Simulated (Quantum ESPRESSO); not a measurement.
InP:

```
In P
1.0
     0.00000    2.93050    2.93050
     2.93050    0.00000    2.93050
     2.93050    2.93050    0.00000
In P
1 1
Direct
  0.00000 0.00000 0.00000
  0.75000 0.75000 0.75000
```

```yaml
Program: Quantum ESPRESSO 7.5
Task: phonons
Functional: LDA
Potentials_or_basis: GBRV 1.5 LDA
Cutoff: 762 eV
Density_cutoff: 6095 eV
k_mesh: 6 × 6 × 6, shifted
Occupations: fermi-dirac, width 0.05 eV
Spin: no spin polarisation
Target_pressure: 80 GPa
Form_of_the_LDA_correlation: PZ81
Mixing_beta: 0.5
Most_SCF_iterations: 120
SCF_threshold: 4e-10 Ry
```

The cell and the atoms were relaxed first at 80 GPa, to 16.02 Å³/atom (a = 3.565 Å, b = 3.565 Å, c = 3.565 Å, α = 60.00°, β = 60.00°, γ = 60.00°), and the response was taken there.

The first run showed a gap, so the response started from a second, tighter run with fixed occupations.

The run gives a transverse optical frequency of 516 cm⁻¹, an electronic dielectric constant of 9.98 and Born charges of ±1.84 e.

What are the longitudinal frequency and the static dielectric constant?

The longitudinal mode lies at 536 cm⁻¹, 20 cm⁻¹ over the transverse one, and the static constant is 10.79. The two agree with the Lyddane-Sachs-Teller relation: (536/516)² = 1.08 and 10.79/9.98 = 1.08.

Caveat: the volume moved by over 15 % at a fixed basis, so the end points are rough; the cell is more than 3 GPa from zero pressure, which shifts response properties.
